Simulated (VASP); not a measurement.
**CdS in VASP: one cell, several levels of theory**

Wurtzite CdS, under +3.0 % biaxial strain in x and y, free along z is computed at one geometry. Runs: PBE, r2SCAN.

Code: VASP 6.6.1. PAW datasets, plane waves. (Simulation; spin polarisation is off.)

## 1. The system as given

The cell comes from an earlier relaxation with r2SCAN in another program, then strained, with the atoms relaxed again.

Space group P6_3mc (No. 186), hexagonal; conventional cell a = 4.290 Å, c = 6.566 Å, 26.16 Å³ an atom. Cd has 4 S at 2.57–2.58 Å; S has 4 Cd at 2.57–2.58 Å.

Structure file:

```cif
data_structure
_symmetry_space_group_name_H-M 'P6_3mc'
_symmetry_Int_Tables_number 186
_cell_length_a 4.2895
_cell_length_b 4.2895
_cell_length_c 6.5659
_cell_angle_alpha 90.000
_cell_angle_beta 90.000
_cell_angle_gamma 120.000
_cell_volume 104.63
loop_
_atom_site_label
_atom_site_type_symbol
_atom_site_symmetry_multiplicity
_atom_site_Wyckoff_symbol
_atom_site_fract_x
_atom_site_fract_y
_atom_site_fract_z
_atom_site_occupancy
Cd1 Cd 2 b 0.33333 0.66667 0.99202 1
S1 S 2 b 0.33333 0.66667 0.38298 1
```

## 2. PBE at this geometry

Input file INCAR:

```
ENCUT = 520.000000
SIGMA = 0.020000
EDIFF = 1.00e-07
GGA = PE
PREC = Accurate
IBRION = -1
ISIF = 2
ISMEAR = -1
NBANDS = 26
NELM = 120
NSW = 0
LASPH = .TRUE.
LCHARG = .FALSE.
LWAVE = .FALSE.
LREAL = .FALSE.
```

Input file KPOINTS:

```
KPOINTS created by Atomic Simulation Environment
0
Gamma
12 12 4
0 0 0
```

Input file KPOINTS_OPT:

```
special points
6
Reciprocal
0.0000000000 0.0000000000 0.0000000000 1
0.5000000000 0.0000000000 0.0000000000 1
0.3333333333 0.3333333333 0.0000000000 1
0.0000000000 0.0000000000 0.5000000000 1
0.5000000000 0.0000000000 0.5000000000 1
0.3333333333 0.3333333333 0.5000000000 1
```

Input file POSCAR:

```
Cd S
 1.0000000000000000
     4.2895393189002320    0.0000000000288676    0.0000000000000000
    -2.1447696594751160    3.7148500206853656    0.0000000000000000
     0.0000000000000000    0.0000000000000000    6.5659031949999997
 Cd  S
   2   2
Cartesian
 -0.0000000000166667  2.4765666804665325 -0.0524248678893448
  2.1447696594417822  1.2382833402477000  3.2305267296106552
 -0.0000000000166667  2.4765666804665325  2.5146385660143440
  2.1447696594417822  1.2382833402477000  5.7975901635143439
```

The run uses the recommended PBE PAW datasets (36 valence electrons a neutral cell).

OSZICAR:

```text
N       E                     dE             d eps       ncg     rms          rms(c)
DAV:   1     0.246078824515E+03    0.24608E+03   -0.17519E+04  2964   0.126E+03
DAV:   2     0.479308440247E+00   -0.24560E+03   -0.23728E+03  3232   0.316E+02
DAV:   3    -0.132318812047E+02   -0.13711E+02   -0.13626E+02  3582   0.745E+01
DAV:   4    -0.133756107842E+02   -0.14373E+00   -0.14361E+00  3382   0.735E+00
DAV:   5    -0.133778168068E+02   -0.22060E-02   -0.22059E-02  3550   0.918E-01    0.102E+01
DAV:   6    -0.122846404905E+02    0.10932E+01   -0.19673E+00  3874   0.138E+01    0.823E+00
DAV:   7    -0.122651748974E+02    0.19466E-01   -0.65702E-01  3090   0.430E+00    0.400E+00
DAV:   8    -0.122643825363E+02    0.79236E-03   -0.70403E-02  3192   0.260E+00    0.459E-01
DAV:   9    -0.122629153423E+02    0.14672E-02   -0.12647E-02  3312   0.133E+00    0.132E-01
DAV:  10    -0.122632634962E+02   -0.34815E-03   -0.11752E-03  3140   0.301E-01    0.122E-01
DAV:  11    -0.122634344080E+02   -0.17091E-03   -0.26058E-04  3306   0.108E-01    0.792E-02
DAV:  12    -0.122634215497E+02    0.12858E-04   -0.12206E-04  3164   0.808E-02    0.119E-02
DAV:  13    -0.122634227239E+02   -0.11742E-05   -0.17159E-05  3460   0.251E-02    0.827E-03
DAV:  14    -0.122634234465E+02   -0.72263E-06   -0.16846E-06  3070   0.101E-02    0.565E-03
DAV:  15    -0.122634232560E+02    0.19051E-06   -0.29398E-07  3188   0.287E-03    0.278E-03
DAV:  16    -0.122634232511E+02    0.49527E-08   -0.96634E-08  2386   0.233E-03
   1 F= -.12263423E+02 E0= -.12263423E+02  d E =-.107349E-10
       N       E                     dE             ncg
DAV:   1     0.381310657282E+04   -0.42915E+04      312
DAV:   2     0.236414741856E+04   -0.14490E+04      344
DAV:   3     0.229001793974E+04   -0.74129E+02      368
DAV:   4     0.228927467596E+04   -0.74326E+00      346
DAV:   5     0.228926322678E+04   -0.11449E-01      374
DAV:   6     0.228926294769E+04   -0.27909E-03      364
DAV:   7     0.228926293966E+04   -0.80226E-05      372
DAV:   8     0.228926293940E+04   -0.26292E-06      356
DAV:   9     0.228926293939E+04   -0.81113E-08      238
```

The lines after F= are the extra pass for the points of KPOINTS_OPT, at fixed density; their E is not a total energy.

From OUTCAR:

```text
k-points           NKPTS =     57   k-points in BZ     NKDIM =     57   number of bands    NBANDS=     26

   NELECT =      36.0000    total number of electrons

   dimension x,y,z NGX =    32 NGY =   32 NGZ =   50
   dimension x,y,z NGXF=    64 NGYF=   64 NGZF=  100

  energy-cutoff  :      520.00
  volume of cell :      104.63
      direct lattice vectors                 reciprocal lattice vectors
     4.289539319  0.000000000  0.000000000     0.233125267  0.134594936  0.000000000
    -2.144769659  3.714850021  0.000000000    -0.000000000  0.269189872  0.000000000
     0.000000000  0.000000000  6.565903195     0.000000000  0.000000000  0.152301971

 k-points in reciprocal lattice and weights: KPOINTS created by Atomic Simulation Env
   0.00000000  0.00000000  0.00000000       0.002
   0.08333333 -0.00000000  0.00000000       0.010
   0.16666667  0.00000000  0.00000000       0.010
   0.25000000  0.00000000  0.00000000       0.010
   0.33333333  0.00000000  0.00000000       0.010
   0.41666667  0.00000000  0.00000000       0.010
   0.50000000  0.00000000  0.00000000       0.005
   0.08333333  0.08333333  0.00000000       0.010
[... 49 more k-points ...]

 E-fermi :   1.3017

 k-point     1 :       0.0000    0.0000    0.0000
  band No.  band energies     occupation
      1     -11.1788      2.00000
      2     -10.7571      2.00000
      3      -6.6527      2.00000
      4      -6.6527      2.00000
      5      -6.6231      2.00000
      6      -6.5842      2.00000
      7      -6.5842      2.00000
      8      -6.3056      2.00000
      9      -6.3056      2.00000
     10      -6.2077      2.00000
     11      -6.2077      2.00000
     12      -5.8325      2.00000
     13      -3.0356      2.00000
     14       0.0564      2.00000
     15       0.0564      2.00000
     16       0.8099      2.00000
     17       0.8099      2.00000
     18       0.9175      2.00000
     19       1.9765      0.00000
     20       3.1767      0.00000
     21       7.1187      0.00000
     22       7.1187      0.00000
     23       8.2542      0.00000
     24       8.2542      0.00000
     25       8.2961      0.00000
     26       8.7837      0.00000

 k-point     2 :       0.0833   -0.0000    0.0000
  band No.  band energies     occupation
      1     -11.1573      2.00000
      2     -10.7488      2.00000
      3      -6.6460      2.00000
      4      -6.6431      2.00000
      5      -6.6066      2.00000
      6      -6.5743      2.00000
      7      -6.5719      2.00000
      8      -6.3097      2.00000
      9      -6.3063      2.00000
     10      -6.2162      2.00000
     11      -6.2057      2.00000
     12      -5.8217      2.00000
     13      -2.9926      2.00000
     14      -0.2222      2.00000
     15      -0.0268      2.00000
     16       0.3716      2.00000
     17       0.7646      2.00000
     18       0.8713      2.00000
     19       2.4163      0.00000
     20       3.4566      0.00000
     21       6.9024      0.00000
     22       7.2396      0.00000
     23       8.0955      0.00000
     24       8.3804      0.00000
     25       8.4011      0.00000
     26       8.6759      0.00000

 k-point     3 :       0.1667    0.0000    0.0000
  band No.  band energies     occupation
      1     -11.0973      2.00000
      2     -10.7271      2.00000
      3      -6.6242      2.00000
      4      -6.6183      2.00000
      5      -6.5604      2.00000
      6      -6.5431      2.00000
      7      -6.5378      2.00000
      8      -6.3205      2.00000
      9      -6.3059      2.00000
     10      -6.2360      2.00000
     11      -6.2006      2.00000
     12      -5.7940      2.00000
     13      -2.8774      2.00000
     14      -0.8282      2.00000
     15      -0.3397      2.00000
     16      -0.2394      2.00000
     17       0.6378      2.00000
     18       0.7270      2.00000
     19       3.1275      0.00000
     20       4.0219      0.00000
     21       6.5426      0.00000
     22       7.5453      0.00000
     23       7.7348      0.00000
     24       8.4328      0.00000
     25       8.5812      0.00000
     26       8.8091      0.00000

 k-point     4 :       0.2500    0.0000    0.0000
  band No.  band energies     occupation
      1     -11.0115      2.00000
      2     -10.7009      2.00000
      3      -6.5978      2.00000
      4      -6.5879      2.00000
      5      -6.4983      2.00000
      6      -6.4907      2.00000
      7      -6.4718      2.00000
      8      -6.3332      2.00000
      9      -6.2988      2.00000
     10      -6.2550      2.00000
     11      -6.1941      2.00000
     12      -5.7602      2.00000
     13      -2.7491      2.00000
     14      -1.4403      2.00000
     15      -1.0251      2.00000
     16      -0.5044      2.00000
     17       0.4631      2.00000
     18       0.4944      2.00000
     19       3.7736      0.00000
     20       4.4338      0.00000
     21       6.4024      0.00000
     22       7.3514      0.00000
     23       7.8622      0.00000
     24       8.3385      0.00000
     25       8.8165      0.00000
     26       9.3998      0.00000

 k-point     5 :       0.3333    0.0000    0.0000
  band No.  band energies     occupation
      1     -10.9190      2.00000
      2     -10.6810      2.00000
      3      -6.5782      2.00000
      4      -6.5630      2.00000
      5      -6.4465      2.00000
      6      -6.4437      2.00000
      7      -6.3751      2.00000
      8      -6.3268      2.00000
      9      -6.2824      2.00000
     10      -6.2439      2.00000
     11      -6.1876      2.00000
     12      -5.7408      2.00000
     13      -2.7541      2.00000
     14      -1.8743      2.00000
     15      -1.5131      2.00000
     16      -0.7491      2.00000
     17       0.2016      2.00000
     18       0.2900      2.00000
     19       4.2300      0.00000
     20       4.5230      0.00000
     21       6.4252      0.00000
     22       7.1427      0.00000
     23       8.0135      0.00000
     24       8.6176      0.00000
     25       9.0800      0.00000
     26       9.9857      0.00000

[... the tables of k-points 6 to 57 left out ...]

  Total       -0.6175963     -0.6175963      1.1112860     -0.0000000     -0.0000000      0.0000000
  in kB       -9.4573362     -9.4573362     17.0172749     -0.0000000     -0.0000000      0.0000000
  external PRESSURE =      -0.6324659 kB  Pullay stress =       0.0000000 kB

 POSITION                                       TOTAL-FORCE (eV/Angst)
 -----------------------------------------------------------------------------------
     -0.00000      2.47657      6.51348         0.000000      0.000000      0.000631
      2.14477      1.23828      3.23053        -0.000000     -0.000000      0.000631
     -0.00000      2.47657      2.51464         0.000000     -0.000000     -0.000631
      2.14477      1.23828      5.79759        -0.000000      0.000000     -0.000631
 -----------------------------------------------------------------------------------
    total drift:                                0.000000      0.000000     -0.000815

  FREE ENERGIE OF THE ION-ELECTRON SYSTEM (eV)
  ---------------------------------------------------
  free  energy   TOTEN  =       -12.2634232511 eV

  energy  without entropy=      -12.2634232511  energy(sigma->0) =      -12.26342325
```

The levels at the points of KPOINTS_OPT are read from vasprun.xml.

Band energies at the special points (eV, zero at the top of v, the last band that the electrons fill by count):

```csv
point,v−1,v,c,c+1
Γ,-0.11,0.00,1.06,2.26
M,-1.13,-0.80,3.54,3.61
K,-1.68,-1.55,4.82,4.82
A,-0.49,-0.49,2.60,2.60
L,-1.05,-1.05,3.52,3.52
H,-0.85,-0.85,4.49,4.49
```

PBE gives a direct gap of 1.06 eV at Γ. The pressure is -0.06 GPa; the forces vanish within 0.01 eV/Å.

## 3. Single point with r2SCAN

Input file INCAR:

```
ENCUT = 520.000000
SIGMA = 0.010000
EDIFF = 1.00e-07
ALGO = Normal
METAGGA = R2SCAN
PREC = Accurate
IBRION = -1
ISIF = 2
ISMEAR = 0
NBANDS = 26
NELM = 120
NSW = 0
LASPH = .TRUE.
LCHARG = .FALSE.
LWAVE = .FALSE.
LREAL = .FALSE.
```

KPOINTS is that of step 2.

KPOINTS_OPT is that of step 2.

POSCAR is that of step 2.

OSZICAR:

```text
N       E                     dE             d eps       ncg     rms          rms(c)
DAV:   1     0.195221154947E+03    0.19522E+03   -0.17811E+04  2964   0.129E+03
DAV:   2    -0.555910086046E+02   -0.25081E+03   -0.24201E+03  3218   0.321E+02
DAV:   3    -0.695938438700E+02   -0.14003E+02   -0.13916E+02  3590   0.763E+01
DAV:   4    -0.697355205053E+02   -0.14168E+00   -0.14156E+00  3408   0.744E+00
DAV:   5    -0.697375432811E+02   -0.20228E-02   -0.20226E-02  3504   0.887E-01    0.976E+00
DAV:   6    -0.593405936062E+02    0.10397E+02   -0.73457E+00  3010   0.319E+01    0.119E+01
DAV:   7    -0.592991240355E+02    0.41470E-01   -0.62678E-01  3178   0.635E+00    0.888E+00
DAV:   8    -0.593298804334E+02   -0.30756E-01   -0.22101E-01  3232   0.464E+00    0.196E+00
DAV:   9    -0.593362708289E+02   -0.63904E-02   -0.38182E-02  3536   0.132E+00    0.354E-01
DAV:  10    -0.593361337462E+02    0.13708E-03   -0.28673E-03  3126   0.408E-01    0.181E-01
DAV:  11    -0.593363734954E+02   -0.23975E-03   -0.15565E-03  3040   0.341E-01    0.116E-01
DAV:  12    -0.593364402179E+02   -0.66722E-04   -0.10572E-04  3266   0.114E-01    0.409E-02
DAV:  13    -0.593364376897E+02    0.25282E-05   -0.62815E-05  3264   0.496E-02    0.458E-03
DAV:  14    -0.593364380246E+02   -0.33489E-06   -0.45761E-06  3258   0.172E-02    0.504E-03
DAV:  15    -0.593364380209E+02    0.36202E-08   -0.13454E-07  2398   0.334E-03
   1 F= -.59336438E+02 E0= -.59336438E+02  d E =-.206082E-32
       N       E                     dE             ncg
DAV:   1     0.375921373910E+04   -0.43454E+04      312
DAV:   2     0.226782758147E+04   -0.14914E+04      344
DAV:   3     0.219295002360E+04   -0.74878E+02      368
DAV:   4     0.219225792951E+04   -0.69209E+00      344
DAV:   5     0.219224748932E+04   -0.10440E-01      376
DAV:   6     0.219224724057E+04   -0.24875E-03      368
DAV:   7     0.219224723352E+04   -0.70472E-05      366
DAV:   8     0.219224723330E+04   -0.22569E-06      346
DAV:   9     0.219224723329E+04   -0.79422E-08      270
```

Parts of OUTCAR:

```text
k-points           NKPTS =     57   k-points in BZ     NKDIM =     57   number of bands    NBANDS=     26

   NELECT =      36.0000    total number of electrons

   dimension x,y,z NGX =    32 NGY =   32 NGZ =   50
   dimension x,y,z NGXF=    64 NGYF=   64 NGZF=  100

  energy-cutoff  :      520.00
  volume of cell :      104.63
      direct lattice vectors                 reciprocal lattice vectors
     4.289539319  0.000000000  0.000000000     0.233125267  0.134594936  0.000000000
    -2.144769659  3.714850021  0.000000000    -0.000000000  0.269189872  0.000000000
     0.000000000  0.000000000  6.565903195     0.000000000  0.000000000  0.152301971

 k-points in reciprocal lattice and weights: KPOINTS created by Atomic Simulation Env
   0.00000000  0.00000000  0.00000000       0.002
   0.08333333 -0.00000000  0.00000000       0.010
   0.16666667  0.00000000  0.00000000       0.010
   0.25000000  0.00000000  0.00000000       0.010
   0.33333333  0.00000000  0.00000000       0.010
   0.41666667  0.00000000  0.00000000       0.010
   0.50000000  0.00000000  0.00000000       0.005
   0.08333333  0.08333333  0.00000000       0.010
[... 49 more k-points ...]

 E-fermi :   0.7332

 k-point     1 :       0.0000    0.0000    0.0000
  band No.  band energies     occupation
      1     -11.9383      2.00000
      2     -11.5123      2.00000
      3      -7.1566      2.00000
      4      -7.1566      2.00000
      5      -7.1283      2.00000
      6      -7.0819      2.00000
      7      -7.0819      2.00000
      8      -6.7826      2.00000
      9      -6.7826      2.00000
     10      -6.6858      2.00000
     11      -6.6858      2.00000
     12      -6.3038      2.00000
     13      -3.3556      2.00000
     14      -0.2256      2.00000
     15      -0.2256      2.00000
     16       0.5417      2.00000
     17       0.5417      2.00000
     18       0.6534      2.00000
     19       2.1629      0.00000
     20       3.3566      0.00000
     21       7.3496      0.00000
     22       7.3496      0.00000
     23       8.5355      0.00000
     24       8.5355      0.00000
     25       8.5814      0.00000
     26       8.9591      0.00000

 k-point     2 :       0.0833   -0.0000    0.0000
  band No.  band energies     occupation
      1     -11.9166      2.00000
      2     -11.5039      2.00000
      3      -7.1500      2.00000
      4      -7.1466      2.00000
      5      -7.1101      2.00000
      6      -7.0714      2.00000
      7      -7.0690      2.00000
      8      -6.7867      2.00000
      9      -6.7833      2.00000
     10      -6.6943      2.00000
     11      -6.6838      2.00000
     12      -6.2928      2.00000
     13      -3.3100      2.00000
     14      -0.4982      2.00000
     15      -0.3106      2.00000
     16       0.1496      2.00000
     17       0.4959      2.00000
     18       0.6063      2.00000
     19       2.5602      0.00000
     20       3.6321      0.00000
     21       7.0972      0.00000
     22       7.4770      0.00000
     23       8.3533      0.00000
     24       8.6718      0.00000
     25       8.6890      0.00000
     26       8.8379      0.00000

 k-point     3 :       0.1667    0.0000    0.0000
  band No.  band energies     occupation
      1     -11.8562      2.00000
      2     -11.4822      2.00000
      3      -7.1279      2.00000
      4      -7.1205      2.00000
      5      -7.0592      2.00000
      6      -7.0385      2.00000
      7      -7.0334      2.00000
      8      -6.7975      2.00000
      9      -6.7826      2.00000
     10      -6.7141      2.00000
     11      -6.6785      2.00000
     12      -6.2645      2.00000
     13      -3.1866      2.00000
     14      -1.1068      2.00000
     15      -0.5563      2.00000
     16      -0.5282      2.00000
     17       0.3675      2.00000
     18       0.4598      2.00000
     19       3.2742      0.00000
     20       4.1995      0.00000
     21       6.6834      0.00000
     22       7.7980      0.00000
     23       7.9422      0.00000
     24       8.5674      0.00000
     25       8.8723      0.00000
     26       9.1139      0.00000

 k-point     4 :       0.2500    0.0000    0.0000
  band No.  band energies     occupation
      1     -11.7698      2.00000
      2     -11.4560      2.00000
      3      -7.1007      2.00000
      4      -7.0882      2.00000
      5      -6.9926      2.00000
      6      -6.9842      2.00000
      7      -6.9633      2.00000
      8      -6.8103      2.00000
      9      -6.7754      2.00000
     10      -6.7331      2.00000
     11      -6.6717      2.00000
     12      -6.2297      2.00000
     13      -3.0422      2.00000
     14      -1.7352      2.00000
     15      -1.2625      2.00000
     16      -0.8001      2.00000
     17       0.1899      2.00000
     18       0.2235      2.00000
     19       3.9464      0.00000
     20       4.6022      0.00000
     21       6.5168      0.00000
     22       7.5016      0.00000
     23       8.1187      0.00000
     24       8.4743      0.00000
     25       9.0903      0.00000
     26       9.7223      0.00000

 k-point     5 :       0.3333    0.0000    0.0000
  band No.  band energies     occupation
      1     -11.6767      2.00000
      2     -11.4362      2.00000
      3      -7.0797      2.00000
      4      -7.0612      2.00000
      5      -6.9383      2.00000
      6      -6.9351      2.00000
      7      -6.8592      2.00000
      8      -6.8047      2.00000
      9      -6.7590      2.00000
     10      -6.7225      2.00000
     11      -6.6648      2.00000
     12      -6.2095      2.00000
     13      -3.0320      2.00000
     14      -2.1628      2.00000
     15      -1.7972      2.00000
     16      -1.0516      2.00000
     17      -0.0748      2.00000
     18       0.0133      2.00000
     19       4.4198      0.00000
     20       4.6600      0.00000
     21       6.5164      0.00000
     22       7.2843      0.00000
     23       8.2475      0.00000
     24       8.8038      0.00000
     25       9.3081      0.00000
     26      10.3334      0.00000

[... the tables of k-points 6 to 57 left out ...]

  Total       -1.5643128     -1.5643128      0.1893856     -0.0000000     -0.0000000      0.0000000
  in kB      -23.9545370    -23.9545370      2.9000875     -0.0000000     -0.0000000      0.0000000
  external PRESSURE =     -15.0029955 kB  Pullay stress =       0.0000000 kB

 POSITION                                       TOTAL-FORCE (eV/Angst)
 -----------------------------------------------------------------------------------
     -0.00000      2.47657      6.51348         0.000000     -0.000000     -0.004466
      2.14477      1.23828      3.23053        -0.000000      0.000000     -0.004466
     -0.00000      2.47657      2.51464        -0.000000     -0.000000      0.004466
      2.14477      1.23828      5.79759         0.000000     -0.000000      0.004466
 -----------------------------------------------------------------------------------
    total drift:                                0.000000      0.000000     -0.007824

  FREE ENERGIE OF THE ION-ELECTRON SYSTEM (eV)
  ---------------------------------------------------
  free  energy   TOTEN  =       -59.3364380209 eV

  energy  without entropy=      -59.3364380209  energy(sigma->0) =      -59.33643802
```

The levels at the points of KPOINTS_OPT are read from vasprun.xml.

Band energies at the special points (eV, zero at the top of v, the last band that the electrons fill by count):

```csv
point,v−1,v,c,c+1
Γ,-0.11,0.00,1.51,2.70
M,-1.15,-0.81,3.90,4.07
K,-1.71,-1.59,5.28,5.32
A,-0.50,-0.50,3.03,3.03
L,-1.07,-1.07,3.91,3.91
H,-0.87,-0.87,4.99,4.99
```

Gap with r2SCAN: 1.51 eV, direct (Γ). Pressure: -1.50 GPa; the forces vanish within 0.01 eV/Å.

## 4. Results

```
 level  gap (eV)  pressure (GPa)
   PBE      1.06           -0.06
r2SCAN      1.51           -1.50
```

**Reading.** The gap spans 1.06 eV (PBE) to 1.51 eV (r2SCAN). The pressure is highest with PBE (-0.1 GPa) and lowest with r2SCAN (-1.5 GPa), which orders the cells that they would relax to.
